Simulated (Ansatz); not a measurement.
RbCl (Fm-3m): G0W0 against its settings

RbCl (Fm-3m) from a database structure, relaxed with r2SCAN; one-shot G0W0 in Ansatz without spin-orbit coupling. No spin polarisation and no zero-point or thermal motion.

```yaml
crystal:
  lattice:
    - [0.00000, 3.30582, 3.30582]
    - [3.30582, 0.00000, 3.30582]
    - [3.30582, 3.30582, 0.00000]
  atoms:
    - { symbol: Rb, position: [0.00000, 0.00000, 0.00000] }
    - { symbol: Cl, position: [0.50000, 0.50000, 0.50000] }
```

Gaps are read over the mesh points alone. G0W0 values are finite-basis, finite-mesh values.
```json
{"start": "PBE", "potentials": "PAW", "frequency model": "contour deformation", "mesh": "4×4×4", "empty bands": "215", "screening cutoff (eV)": "120", "Kohn-Sham gap (eV)": "4.96", "G0W0 gap (eV)": "7.57"}
{"start": "PBE", "potentials": "PAW", "frequency model": "contour deformation", "mesh": "4×4×4", "empty bands": "535", "screening cutoff (eV)": "220", "Kohn-Sham gap (eV)": "4.96", "G0W0 gap (eV)": "7.72"}
{"start": "PBE", "potentials": "PAW", "frequency model": "contour deformation", "mesh": "4×4×4", "empty bands": "983", "screening cutoff (eV)": "300", "Kohn-Sham gap (eV)": "4.96", "G0W0 gap (eV)": "7.77"}
{"start": "HSE06", "potentials": "PAW", "frequency model": "contour deformation", "mesh": "4×4×4", "empty bands": "535", "screening cutoff (eV)": "220", "Kohn-Sham gap (eV)": "6.25", "G0W0 gap (eV)": "8.33"}
{"start": "r2SCAN", "potentials": "PAW", "frequency model": "contour deformation", "mesh": "4×4×4", "empty bands": "535", "screening cutoff (eV)": "220", "Kohn-Sham gap (eV)": "5.56", "G0W0 gap (eV)": "8.06"}
{"start": "PBE0", "potentials": "PAW", "frequency model": "contour deformation", "mesh": "4×4×4", "empty bands": "535", "screening cutoff (eV)": "220", "Kohn-Sham gap (eV)": "6.99", "G0W0 gap (eV)": "8.55"}
{"start": "PBE", "potentials": "PAW", "frequency model": "Godby-Needs pole", "mesh": "4×4×4", "empty bands": "535", "screening cutoff (eV)": "220", "Kohn-Sham gap (eV)": "4.96", "G0W0 gap (eV)": "7.69"}
{"start": "PBE", "potentials": "PAW", "frequency model": "contour deformation", "mesh": "8×8×8", "empty bands": "117", "screening cutoff (eV)": "80", "Kohn-Sham gap (eV)": "4.96", "G0W0 gap (eV)": "7.42"}
{"start": "PBE", "potentials": "norm-conserving", "frequency model": "contour deformation", "mesh": "4×4×4", "empty bands": "535", "screening cutoff (eV)": "220", "Kohn-Sham gap (eV)": "4.96", "G0W0 gap (eV)": "7.73"}
```

The quasiparticle gap on this mesh is 7.77 eV (direct at Γ), against 4.96 eV from PBE: +2.81 eV. Renormalisation factors Z lie between 0.79 and 0.87.

Raising bands and cutoff together moves the gap by +0.15 eV (120 to 220 eV), then +0.05 eV (220 to 300 eV); the last step is still large, so the basis limit isn't reached. Starting from HSE06 (6.25 eV against PBE's 4.96 eV) gives 8.33 eV, +0.61 eV from G0W0@PBE at the same screening cutoff. Starting from r2SCAN (5.56 eV against PBE's 4.96 eV) gives 8.06 eV, +0.34 eV from G0W0@PBE at the same screening cutoff. Starting from PBE0 (6.99 eV against PBE's 4.96 eV) gives 8.55 eV, +0.83 eV from G0W0@PBE at the same screening cutoff. The Godby-Needs plasmon pole differs from contour deformation by -0.03 eV. Norm-conserving potentials (wave cutoff 789 eV against 420 eV) shift the quasiparticle gap by +0.01 eV and the PBE gap by 0.00 eV. r2SCAN runs take a wave cutoff of 500 eV.
